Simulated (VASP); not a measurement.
**VASP inputs for BN (strained zincblende)**

INCAR

```
LCHARG = .FALSE.
ISMEAR = -1
GGA = PE
ISIF = 2
NSW = 0
ENCUT = 520
LASPH = .TRUE.
EDIFF = 1E-7
NBANDS = 11
SIGMA = 0.02
PREC = Accurate
NELM = 120
LWAVE = .FALSE.
LREAL = .FALSE.
IBRION = -1
```

KPOINTS

```
KPOINTS created by Atomic Simulation Environment
0
Gamma
12 12 12
0 0 0
```

KPOINTS_OPT

```
special points
7
Reciprocal
0.0000000000 0.0000000000 0.0000000000 1
-0.5000000000 -0.5000000000 0.0000000000 1
-0.3750000000 -0.3750000000 0.2500000000 1
-0.3750000000 0.0000000000 0.3750000000 1
0.0000000000 0.0000000000 0.5000000000 1
-0.5000000000 -0.2500000000 0.2500000000 1
0.0000000000 0.5000000000 0.5000000000 1
```

POSCAR

```
B  N
 1.0000000000000000
    -0.0138861666000000    1.8089875530999999    1.8089875530999999
     1.8089875530999999   -0.0138861666000000    1.8089875530999999
     1.8089875530999999    1.8089875530999999   -0.0138861666000000
 B   N
   1   1
Cartesian
  0.0000000000000000  0.0000000000000000  0.0000000000000000
  0.9010222349000001  0.9010222349000001  0.9010222349000002
```

VASP ran with the recommended PBE PAW datasets (8 valence electrons in the cell).

Q: Predict the results.

A: gap between bands v and c 4.42 eV; least direct gap 8.63 eV; pressure -1.9 GPa; largest force 0.02 eV/Å.

Band v is the last that the valence electrons fill when counted band by band, and c is the next. Levels in eV from the top of v:

```
point    v−1      v     c    c+1
    Γ  -0.04   0.00  8.63   8.63
    X  -4.93  -4.79  4.42   9.13
    K  -7.59  -3.99  6.92  12.60
    L  -1.92  -1.90  9.98  10.52
    W  -6.88  -6.43  9.51  13.09
```
